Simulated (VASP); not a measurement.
# Te2Pt in VASP: a series of runs

One slab, Te2Pt, is run at these levels: PBE+D3(BJ); tasks: band structure.

Program: VASP 6.6.1. These are calculated values, not measurements. Logs are shortened: lines on timing, memory, paths and dates and some standing lists are left out, and cuts for length are marked.

**1. Starting point**

The cell holds a slab with vacuum, 12 atoms: a = 4.029 Å, b = 4.029 Å, c = 36.203 Å, α = 90.00°, β = 90.00°, γ = 120.00°.

**2. Band structure, PBE+D3(BJ)**

INCAR reads:

```
SYSTEM = Te2Pt
PREC = Accurate
ENCUT = 520
EDIFF = 1E-6
ISMEAR = 0
SIGMA = 0.03
LREAL = .False.
LASPH = .True.
NELM = 80
ALGO = Normal
ISIF = 2
LWAVE = .False.
LCHARG = .False.
LMAXMIX = 4
LDIPOL = .True.
IDIPOL = 3
DIPOL = 0.5 0.5 0.500
GGA = PE
IVDW = 12
NBANDS = 56
LVHAR = .True.
LVACPOTAV = .True.
KPAR = 4
```

KPOINTS reads:

```
Automatic mesh
0
Gamma
  9 9 1
  0 0 0
```

POSCAR reads:

```
Te2Pt                                   
1.0
    4.0286264048      0.0000000000      0.0000000000
   -2.0143132024      3.4888928097      0.0000000000
    0.0000000000      0.0000000000     36.2035000000
  Te              Pt            
     8     4
Direct
     0.6666666699999979    0.3333333300000021    0.2496398147953137
     0.3333333300000021    0.6666666699999979    0.3254438769154333
     0.6666666699999979    0.3333333300000021    0.3916550518789013
     0.3333333300000021    0.6666666699999979    0.4674732652698963
     0.6666666699999979    0.3333333300000021    0.5325267347301037
     0.3333333300000021    0.6666666699999979    0.6083449481210987
     0.6666666699999979    0.3333333300000021    0.6745561230845667
     0.3333333300000021    0.6666666699999979    0.7503601852046863
     1.0000000000000000    0.0000000000000000    0.2881960882563308
     1.0000000000000000    0.0000000000000000    0.4295021615765407
     1.0000000000000000    0.0000000000000000    0.5704978384234594
     1.0000000000000000    0.0000000000000000    0.7118039117436692
```

KPOINTS_OPT reads:

```
explicit points
67
Reciprocal
 0.0000000000  0.0000000000  0.0000000000 1
 0.0357142900  0.0000000000  0.0000000000 1
 0.0714285700  0.0000000000  0.0000000000 1
 0.1071428600  0.0000000000  0.0000000000 1
 0.1428571400  0.0000000000  0.0000000000 1
 0.1785714300  0.0000000000  0.0000000000 1
 0.2142857100  0.0000000000  0.0000000000 1
 0.2500000000  0.0000000000  0.0000000000 1
 0.2857142900  0.0000000000  0.0000000000 1
 0.3214285700  0.0000000000  0.0000000000 1
 0.3571428600  0.0000000000  0.0000000000 1
 0.3928571400  0.0000000000  0.0000000000 1
 0.4285714300  0.0000000000  0.0000000000 1
 0.4642857100  0.0000000000  0.0000000000 1
 0.5000000000  0.0000000000  0.0000000000 1
 0.4791666700  0.0416666700  0.0000000000 1
 0.4583333300  0.0833333300  0.0000000000 1
 0.4375000000  0.1250000000  0.0000000000 1
 0.4166666700  0.1666666700  0.0000000000 1
 0.3958333300  0.2083333300  0.0000000000 1
 0.3750000000  0.2500000000  0.0000000000 1
 0.3541666700  0.2916666700  0.0000000000 1
 0.3333333300  0.3333333300  0.0000000000 1
 0.3137254900  0.3137254900  0.0000000000 1
 0.2941176500  0.2941176500  0.0000000000 1
 0.2745098000  0.2745098000  0.0000000000 1
 0.2549019600  0.2549019600  0.0000000000 1
 0.2352941200  0.2352941200  0.0000000000 1
 0.2156862700  0.2156862700  0.0000000000 1
 0.1960784300  0.1960784300  0.0000000000 1
 0.1764705900  0.1764705900  0.0000000000 1
 0.1568627500  0.1568627500  0.0000000000 1
 0.1372549000  0.1372549000  0.0000000000 1
 0.1176470600  0.1176470600  0.0000000000 1
 0.0980392200  0.0980392200  0.0000000000 1
 0.0784313700  0.0784313700  0.0000000000 1
 0.0588235300  0.0588235300  0.0000000000 1
 0.0392156900  0.0392156900  0.0000000000 1
 0.0196078400  0.0196078400  0.0000000000 1
 0.0000000000  0.0000000000  0.0000000000 1
 0.0000000000  0.0000000000  0.0000000000 1
 0.0076585400 -0.0038292700  0.0000000000 1
-0.0076585400  0.0038292700  0.0000000000 1
 0.0223374000 -0.0111687000  0.0000000000 1
-0.0223374000  0.0111687000  0.0000000000 1
-0.0000000000  0.0066324900  0.0000000000 1
 0.0000000000 -0.0066324900  0.0000000000 1
-0.0000000000  0.0193447500  0.0000000000 1
 0.0000000000 -0.0193447500  0.0000000000 1
 0.5000000000  0.0000000000  0.0000000000 1
 0.5076585400 -0.0038292700  0.0000000000 1
 0.4923414600  0.0038292700  0.0000000000 1
 0.5223374000 -0.0111687000  0.0000000000 1
 0.4776626000  0.0111687000  0.0000000000 1
 0.5000000000  0.0066324900  0.0000000000 1
 0.5000000000 -0.0066324900  0.0000000000 1
 0.5000000000  0.0193447500  0.0000000000 1
 0.5000000000 -0.0193447500  0.0000000000 1
 0.3333333300  0.3333333300  0.0000000000 1
 0.3409918700  0.3295040600  0.0000000000 1
 0.3256747900  0.3371626000  0.0000000000 1
 0.3556707300  0.3221646300  0.0000000000 1
 0.3109959300  0.3445020300  0.0000000000 1
 0.3333333300  0.3399658200  0.0000000000 1
 0.3333333300  0.3267008400  0.0000000000 1
 0.3333333300  0.3526780800  0.0000000000 1
 0.3333333300  0.3139885800  0.0000000000 1
```

Potentials or basis: VASP PAW PBE potentials, release 64 (Te, Pt).

On the command line:

```bash
cat potpaw_PBE.64/Te/POTCAR potpaw_PBE.64/Pt/POTCAR > POTCAR
mpirun -np 4 vasp_std > vasp.out
```

OUTCAR:

```text
SYSTEM = Te2Pt
   PREC = Accurate
   ENCUT = 520
   EDIFF = 1E-6
   ISMEAR = 0
   LREAL = .False.
   LASPH = .True.
   NELM = 80
   ISIF = 2
   GGA = PE
   IVDW = 12
 IVDW          = 12

 ion  position               nearest neighbor table
   1  0.667  0.333  0.250-   9 2.71   9 2.71   9 2.71   2 3.60   2 3.60   2 3.60
   2  0.333  0.667  0.325-   9 2.69   9 2.69   9 2.69   3 3.34   3 3.34   3 3.34   1 3.60   1 3.60
                             1 3.60
   3  0.667  0.333  0.392-  10 2.70  10 2.70  10 2.70   2 3.34   2 3.34   2 3.34   4 3.60   4 3.60
                             4 3.60
   4  0.333  0.667  0.467-  10 2.70  10 2.70  10 2.70   5 3.31   5 3.31   5 3.31   3 3.60   3 3.60
                             3 3.60
   5  0.667  0.333  0.533-  11 2.70  11 2.70  11 2.70   4 3.31   4 3.31   4 3.31   6 3.60   6 3.60
                             6 3.60
   6  0.333  0.667  0.608-  11 2.70  11 2.70  11 2.70   7 3.34   7 3.34   7 3.34   5 3.60   5 3.60
                             5 3.60
   7  0.667  0.333  0.675-  12 2.69  12 2.69  12 2.69   6 3.34   6 3.34   6 3.34   8 3.60   8 3.60
                             8 3.60
   8  0.333  0.667  0.750-  12 2.71  12 2.71  12 2.71   7 3.60   7 3.60   7 3.60
   9  0.000  0.000  0.288-   2 2.69   2 2.69   2 2.69   1 2.71   1 2.71   1 2.71
  10  0.000  0.000  0.430-   3 2.70   3 2.70   3 2.70   4 2.70   4 2.70   4 2.70
  11  0.000  0.000  0.570-   6 2.70   6 2.70   6 2.70   5 2.70   5 2.70   5 2.70
  12  0.000  0.000  0.712-   7 2.69   7 2.69   7 2.69   8 2.71   8 2.71   8 2.71

  LATTYP: Found a hexagonal cell.
 ALAT       =     4.0286264048
 C/A-ratio  =     8.9865617613

  Lattice vectors:

 A1 = (   4.0286264048,   0.0000000000,   0.0000000000)
 A2 = (  -2.0143132024,   3.4888928097,   0.0000000000)
 A3 = (   0.0000000000,   0.0000000000,  36.2035000000)

Analysis of symmetry for initial positions (statically):
=====================================================================
 Subroutine PRICEL returns:
 Original cell was already a primitive cell.

 Routine SETGRP: Setting up the symmetry group for a
 hexagonal supercell.

 Subroutine GETGRP returns: Found 12 space group operations
 (whereof 12 operations were pure point group operations)
 out of a pool of 24 trial point group operations.

The static configuration has the point symmetry D_3d.

Analysis of symmetry for dynamics (positions and initial velocities):
=====================================================================
 Subroutine PRICEL returns:
 Original cell was already a primitive cell.

 Routine SETGRP: Setting up the symmetry group for a
 hexagonal supercell.

 Subroutine GETGRP returns: Found 12 space group operations
 (whereof 12 operations were pure point group operations)
 out of a pool of 24 trial point group operations.

The dynamic configuration has the point symmetry D_3d.

 Subroutine INISYM returns: Found 12 space group operations
 (whereof 12 operations are pure point group operations),
 and found     1 'primitive' translations

----------------------------------------------------------------------------------------

                                     Primitive cell

  volume of cell :     508.8563

  direct lattice vectors                    reciprocal lattice vectors
     4.028626405  0.000000000  0.000000000     0.248223563  0.143311941  0.000000000
    -2.014313202  3.488892810  0.000000000     0.000000000  0.286623882  0.000000000
     0.000000000  0.000000000 36.203500000     0.000000000  0.000000000  0.027621639

  length of vectors
     4.028626405  4.028626405 36.203500000     0.286623882  0.286623882  0.027621639

  position of ions in fractional coordinates (direct lattice)
[... 67 lines left out ...]
  0.333333  0.333333  0.000000      2.000000
   k-points           NKPTS =     12   k-points in BZ     NKDIM =     12   number of bands    NBANDS=     56
   number of dos      NEDOS =    301   number of ions     NIONS =     12
   total plane-waves  NPLWV = 243000
   dimension x,y,z NGX =    30 NGY =   30 NGZ =  270
   dimension x,y,z NGXF=    60 NGYF=   60 NGZF=  540
   ions per type =               8   4
   NGX,Y,Z   is equivalent  to a cutoff of  12.38, 12.38, 12.40 a.u.
   NGXF,Y,Z  is equivalent  to a cutoff of  24.76, 24.76, 24.80 a.u.
 SYSTEM =  Te2Pt
   PREC   = accura    normal or accurate (medium, high low for compatibility)
   ISTART =      0    job   : 0-new  1-cont  2-samecut
   ICHARG =      2    charge: 1-file 2-atom 10-const
   ISPIN  =      1    spin polarized calculation?
   LNONCOLLINEAR =      F non collinear calculations
   LSORBIT =      F    spin-orbit coupling
   LASPH  =      T    aspherical Exc in radial PAW
   ENCUT  =  520.0 eV  38.22 Ry    6.18 a.u.   7.49  7.49 67.31*2*pi/ulx,y,z
   NELM   =     80;   NELMIN=  2; NELMDL= -5     # of ELM steps
   EDIFF  = 0.1E-05   stopping-criterion for ELM
   LREAL  =      F    real-space projection
   EDIFFG = 0.1E-04   stopping-criterion for IOM
   NSW    =      0    number of steps for IOM
   IBRION =     -1    ionic relax: 0-MD 1-quasi-New 2-CG
   NFREE  =      0    steps in history (QN), initial steepest desc. (CG)
   ISIF   =      2    stress and relaxation
   ISYM   =      2    0-nonsym 1-usesym 2-fastsym
   POTIM  = 0.5000    time-step for ionic-motion
   TEBEG  =    0.0;   TEEND  =   0.0 temperature during run
   PSTRESS=    0.0 pullay stress
   NELECT =      88.0000    total number of electrons
   NUPDOWN=      -1.0000    fix difference up-down
   EMIN   =  10.00;   EMAX   =-10.00  energy-range for DOS
   EFERMI =   0.00;   METHOD = LEGACY
   ISMEAR =     0;   SIGMA  =   0.03  broadening in eV -4-tet -1-fermi 0-gaus
   EFERMI_NEDOS =   21; number of points for ismear=-14 and -15
   IALGO  =     38    algorithm
   IMIX   =      4    mixing-type and parameters
     AMIX     =   0.40;   BMIX     =  1.00
     AMIX_MAG =   1.60;   BMIX_MAG =  1.00
  volume/ion in A,a.u.               =      42.40       286.16
  Fermi-wavevector in a.u.,A,eV,Ry     =   0.912089  1.723599 11.318779  0.831907
  Thomas-Fermi vector in A             =   2.036444
   LORBIT       =      0    0 simple, 1 ext, 2 COOP (PROOUT), +10 PAW based schemes
   GGA     = PE    functional components
   LHFCALC =     F    Hartree Fock is set to
   AEXX    =    0.0000 exact exchange contribution
   IVDW    =    12    specifies the selected vdW correction
   LEPSILON=     F    determine dielectric tensor
   LRPA    =     F    only Hartree local field effects (RPA)
 non-spin polarized calculation
 Gauss-broadening in eV      SIGMA  =   0.03
  energy-cutoff  :      520.00
  volume of cell :      508.86
 maximum number of plane-waves:     13781
 NGX is ok and might be reduce to    30
   NGX = 15   NGY = 15   NGZ =135

 number of electron      87.9999989 magnetization

 dipolmoment           0.000000      0.000000      0.000000 electrons x Angstroem

 Free energy of the ion-electron system (eV)
  ---------------------------------------------------
  ext. energy  EPLUGINS =         0.00000000
  ---------------------------------------------------
  free energy    TOTEN  =       -53.97950838 eV

  energy without entropy =      -53.97674671  energy(sigma->0) =      -53.97812755

 E-fermi :   3.1515     XC(G=0):  -6.4609

 val. band max:        3.1416633382   @ k =   0.1111   0.1111   0.0000
 cond. band min:       3.1850272346   @ k =   0.3333   0.1111   0.0000
 fundamental gap:      0.0433638964
 Fermi energy:         3.1514622263

 k-point     1 :       0.0000    0.0000    0.0000
  band No.  band energies     occupation
      1     -10.9311      2.00000
      2     -10.6731      2.00000
      3     -10.3368      2.00000
      4      -9.9671      2.00000
      5      -9.1431      2.00000
      6      -8.5179      2.00000
[... 697 lines left out ...]
     55       7.7175      0.00000
     56       8.6275      0.00000

------------------------ aborting loop because EDIFF is reached ----------------------------------------

 vacuum level on the upper side and lower side of the slab       (xc-potential included)        -0.172        -0.172

 Edisp (eV)   -6.09270

 E8    (eV) :    -2.8417

  FORCE on cell =-STRESS in cart. coord.  units (eV):
  Direction    XX          YY          ZZ          XY          YZ          ZX
  --------------------------------------------------------------------------------------
  -------------------------------------------------------------------------------------
  Total      -0.02932    -0.02932    -0.06161    -0.00000     0.00000     0.00000
  in kB      -0.09230    -0.09230    -0.19398    -0.00000     0.00000     0.00000
  external pressure =       -0.13 kB  Pullay stress =        0.00 kB

 VOLUME and BASIS-vectors are now :
 -----------------------------------------------------------------------------
  energy-cutoff  :      520.00
  volume of cell :      508.86
      direct lattice vectors                 reciprocal lattice vectors
     4.028626405  0.000000000  0.000000000     0.248223563  0.143311941  0.000000000
    -2.014313202  3.488892810  0.000000000     0.000000000  0.286623882  0.000000000
     0.000000000  0.000000000 36.203500000     0.000000000  0.000000000  0.027621639

 POSITION                                       TOTAL-FORCE (eV/Angst)
 -----------------------------------------------------------------------------------
      2.01431      1.16296      9.03784         0.000000     -0.000000     -0.004344
     -0.00000      2.32593     11.78221         0.000000      0.000000      0.002424
      2.01431      1.16296     14.17928         0.000000      0.000000      0.002044
     -0.00000      2.32593     16.92417        -0.000000      0.000000      0.002037
      2.01431      1.16296     19.27933         0.000000      0.000000     -0.002037
     -0.00000      2.32593     22.02422        -0.000000      0.000000     -0.002044
      2.01431      1.16296     24.42129        -0.000000      0.000000     -0.002424
     -0.00000      2.32593     27.16566        -0.000000      0.000000      0.004344
      0.00000      0.00000     10.43371        -0.000000      0.000000      0.001060
      0.00000      0.00000     15.54948        -0.000000     -0.000000      0.000878
      0.00000      0.00000     20.65402        -0.000000      0.000000     -0.000878
      0.00000      0.00000     25.76979        -0.000000      0.000000     -0.001060
 -----------------------------------------------------------------------------------
    total drift:                                0.000000      0.000000     -0.000000

  FREE ENERGIE OF THE ION-ELECTRON SYSTEM (eV)
  ---------------------------------------------------
  free  energy   TOTEN  =       -60.0722131894 eV

  energy  without entropy=      -60.0694515202  energy(sigma->0) =      -60.07083235

 vacuum level on the upper side and lower side of the slab         7.540         7.540
```

It took 6.7 min on 4 MPI ranks of Intel Xeon Platinum 8488C (Sapphire Rapids), shared host; peak memory 0.68 GiB.

What came out:

```yaml
Free_energy: -60.0722 eV
Largest_force: 0.004 eV/Å
Band_gap_along_the_path: none (metal or under the smearing width)
Dispersion_energy_per_atom: -0.508 eV
Work_function_of_the_upper_face: 4.39 eV
Work_function_of_the_lower_face: 4.39 eV
```

Forces on the atoms (eV/Å):
```
Te   0.000  0.000 -0.004
Te   0.000  0.000  0.002
Te   0.000  0.000  0.002
Te   0.000  0.000  0.002
Te   0.000  0.000 -0.002
Te   0.000  0.000 -0.002
Te   0.000  0.000 -0.002
Te   0.000  0.000  0.004
Pt   0.000  0.000  0.001
Pt   0.000  0.000  0.001
Pt   0.000  0.000 -0.001
Pt   0.000  0.000 -0.001
```

Caveat: spin-orbit coupling is left out, which moves the levels of the heavy elements.

**3. Band structure, PBE+D3(BJ), spin-orbit coupling, no magnetisation**

Edit INCAR of step 2 so:

```diff
@@ -13,2 +13,6 @@
 LCHARG = .False.
+MAGMOM = 0 0 0 0 0 0 0 0 0 0 0 0 0 0 0 0 0 0 0 0 0 0 0 0 0 0 0 0 0 0 0 0 0 0 0 0
+LORBIT = 11
+LSORBIT = .True.
+GGA_COMPAT = .False.
 LMAXMIX = 4
@@ -19,3 +23,3 @@
 IVDW = 12
-NBANDS = 56
+NBANDS = 112
 LVHAR = .True.
```

KPOINTS is that of step 2.

POSCAR is that of step 2.

KPOINTS_OPT is that of step 2.

Potentials or basis: VASP PAW PBE potentials, release 64 (Te, Pt).

On the command line:

```bash
cat potpaw_PBE.64/Te/POTCAR potpaw_PBE.64/Pt/POTCAR > POTCAR
mpirun -np 4 vasp_ncl > vasp.out
```

It took 38 min on 4 MPI ranks of Intel Xeon Platinum 8488C (Sapphire Rapids), shared host; peak memory 2.3 GiB.

It converged, with:

```yaml
Free_energy: -62.1898 eV
Largest_force: 0.042 eV/Å
Valence_electrons_inside_the_program's_atomic_spheres: Te 3.33, 3.34; Pt 9.38, 9.39
Dispersion_energy_per_atom: -0.508 eV
Work_function_of_the_upper_face: 4.35 eV
Work_function_of_the_lower_face: 4.35 eV
```

Forces on the atoms (eV/Å):
```
Te   0.000  0.000 -0.042
Te   0.000  0.000  0.031
Te   0.000  0.000 -0.014
Te   0.000  0.000  0.005
Te   0.000  0.000 -0.005
Te   0.000  0.000  0.014
Te   0.000  0.000 -0.031
Te   0.000  0.000  0.042
Pt   0.000  0.000 -0.005
Pt   0.000  0.000  0.004
Pt   0.000  0.000 -0.004
Pt   0.000  0.000  0.005
```
